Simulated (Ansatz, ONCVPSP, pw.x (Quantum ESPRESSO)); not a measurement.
**What a changed setting does to a pw.x run (fcc Hf)**

Potential: optimised norm-conserving Vanderbilt (ONCV), ONCVPSP 4.0.1.1 (patched build), PBE; core [Xe] 4f14, reference 5d2 6s2; waves: 6s: rc 3.20 bohr, ncon 4, nbas 7, qcut 2.4 1/bohr, 3 projectors, debl 2.4 Ha; p scattering state at 0.45 Ha: rc 3.30 bohr, ncon 5, nbas 8, qcut 2.3 1/bohr, 3 projectors, debl 3.5 Ha; 5d: rc 1.85 bohr, ncon 4, nbas 7, qcut 5.5 1/bohr, 2 projectors, debl 2.7 Ha; local part: polynomial inside 1.80 bohr (lpopt 5, dvloc0 10 Ha); core correction: none. In the p channel the program set the typed energies aside and used 0.050, 3.550, 7.050 Ha.

The reference run (k-mesh 13³, cutoffs 35/140 Ry, Fermi–Dirac 0.01 Ry, mixing_beta 0.4, conv_thr 1e-9, no spin) gives 0.28 GPa at 22.681 Å³/atom, where all-electron LAPW gives -0.23 GPa. This run, with its own iteration cap, changes nbnd to 5.

```
&control
  calculation='scf', prefix='x', pseudo_dir='./', outdir='./tmp', tstress=.true., disk_io='none'
/
&system
  ibrav=0, nat=1, ntyp=1, ecutwfc=35, ecutrho=140, nbnd=5,
  occupations='smearing', smearing='fd', degauss=0.01
/
&electrons
  conv_thr=1e-09, mixing_beta=0.4, electron_maxstep=60
/
ATOMIC_SPECIES
Hf 1.0 Hf.UPF
CELL_PARAMETERS angstrom
  0.00000000 2.24669474 2.24669474
  2.24669474 0.00000000 2.24669474
  2.24669474 2.24669474 0.00000000
ATOMIC_POSITIONS crystal
Hf 0.0000 0.0000 0.0000
K_POINTS automatic
13 13 13 0 0 0
```

```bash
pw.x < Hf.scf.in > Hf.scf.out
```

Q: How does the run end?

A: It converges in 10 iterations; the free energy moves by +0.0 meV/atom and the pressure by +0.00 GPa. The result is that of the reference run.

```
Message from routine setup:
     using ibrav=0 with symmetry is DISCOURAGED, use correct ibrav instead
     lattice parameter (alat)  =       6.0042  a.u.
     unit-cell volume          =     153.0590 (a.u.)^3
     number of electrons       =         4.00
     number of Kohn-Sham states=            5
     kinetic-energy cutoff     =      35.0000  Ry
     charge density cutoff     =     140.0000  Ry
     scf convergence threshold =      1.0E-09
     Exchange-correlation= PBE
     number of k points=    84  Fermi-Dirac smearing, width (Ry)=  0.0100
     iteration #  1     ecut=    35.00 Ry     beta= 0.40
     c_bands:  1 eigenvalues not converged
     total energy              =      -6.05287151 Ry
     estimated scf accuracy    <       0.01478691 Ry
     iteration #  2     ecut=    35.00 Ry     beta= 0.40
     total energy              =      -6.05186407 Ry
     estimated scf accuracy    <       0.00449222 Ry
     iteration #  3     ecut=    35.00 Ry     beta= 0.40
     total energy              =      -6.05243257 Ry
     estimated scf accuracy    <       0.00004110 Ry
     [... 4 iterations left out ...]
     iteration #  8     ecut=    35.00 Ry     beta= 0.40
     c_bands:  1 eigenvalues not converged
     c_bands:  1 eigenvalues not converged
     [... 1 repeated lines left out ...]
     total energy              =      -6.05270040 Ry
     estimated scf accuracy    <       0.00000012 Ry
     iteration #  9     ecut=    35.00 Ry     beta= 0.40
     total energy              =      -6.05270040 Ry
     estimated scf accuracy    <          2.0E-09 Ry
     iteration # 10     ecut=    35.00 Ry     beta= 0.40
     the Fermi energy is     8.6334 ev
!    total energy              =      -6.05270040 Ry
     estimated scf accuracy    <          4.2E-10 Ry
     smearing contrib. (-TS)   =      -0.00657931 Ry
     The total energy is F=E-TS. E is the sum of the following terms:
     one-electron contribution =       4.70336507 Ry
     hartree contribution      =       0.00990886 Ry
     xc contribution           =      -2.12019895 Ry
     ewald contribution        =      -8.63919608 Ry
     convergence has been achieved in  10 iterations
          total   stress  (Ry/bohr**3)                   (kbar)     P=        2.83
     Message from routine punch:
     Nothing written, as per user request (disk_io='none')
```

The run took about 9.5 s on one core of a shared host (Neoverse-N1, 64 threads, 124 GiB, load 61).
